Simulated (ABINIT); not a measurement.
The system is NbP.

```
CELL_PARAMETERS angstrom
-1.67492 1.67492 5.74011
1.67492 -1.67492 5.74011
1.67492 1.67492 -5.74011
ATOMIC_POSITIONS crystal
Nb 0.24988 0.74988 0.50000
Nb 0.49988 0.49988 0.00000
P 0.83275 0.33275 0.50000
P 0.08275 0.08275 0.00000
```

The cell is a database's computed one.

Base run:

```yaml
Program: ABINIT 10.8.3 (patched build)
Functional: PBEsol
Potentials_or_basis: PseudoDojo NC SR PBEsol v0.4 stringent
Cutoff: 1007 eV
k_mesh: 8 × 8 × 8
Occupations: fermi-dirac, width 0.05 eV
Spin: no spin polarisation
```

Its results: band gap on the k mesh none (metal or under the smearing width); pressure -6.6 GPa; largest force 0.018 eV/Å.

The run is repeated on the same cell with these changes: functional from PBEsol to PBE; potentials or basis from PseudoDojo NC SR PBEsol v0.4 stringent to PseudoDojo NC SR PBE v0.4.1 standard; cutoff from 1007 eV to 1116 eV. What comes out?

Band gap on the k mesh none (metal or under the smearing width); pressure -1.0 GPa; largest force 0.018 eV/Å.
